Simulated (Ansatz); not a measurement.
EuO:

```xyz
2
Lattice="0.0000 2.5720 2.5720 2.5720 0.0000 2.5720 2.5720 2.5720 0.0000" Properties=species:S:1:pos:R:3 pbc="T T T"
Eu    0.0000    0.0000    0.0000
O     2.5720    2.5720    2.5720
```

Base run:

- Program: Ansatz 0.2.0
- Functional: PBEsol
- Potentials or basis: all-electron LAPW, scalar-relativistic
- Cutoff: 291 eV (chosen from the basis error)
- Basis error allowed: 0.001 eV/atom
- k mesh: 9 × 9 × 9
- Occupations: fermi-dirac, width 0.05 eV
- Spin: collinear spin, ferromagnetic start
- Starting moments: [7.0, 0.0] μB
- Hubbard terms: Eu f U = 8 eV

Its results: band gap on the k mesh 0.81 eV, indirect (least direct gap 1.10 eV); pressure -2.0 GPa; net moment 7.00 μB per cell; site moments Eu +6.95; O -0.10 μB.

Q: After a change of settings the same cell gave: band gap on the k mesh 0.28 eV, indirect (least direct gap 0.51 eV); pressure -3.0 GPa; net moment 7.00 μB per cell; site moments Eu +6.94; O -0.10 μB. Which change was it?
A. hubbard terms from Eu f U = 8 eV to none
B. hubbard terms from Eu f U = 8 eV to Eu f U = 6 eV
C. hubbard terms from Eu f U = 8 eV to Eu f U = 4 eV

A: B.

Caveats: the magnetic state may not be the lowest; an open f shell can end in a state above the lowest; U is the effective U less J, on atomic orbitals that reach past the spheres; spin-orbit coupling is left out, which moves the levels of the heavy elements; an odd mesh through Γ misses points on the zone boundary, where band edges often lie; a cell with one magnetic atom can't hold antiferromagnetic order, which such compounds often take.

Runs at the PBE level aren't shown here.
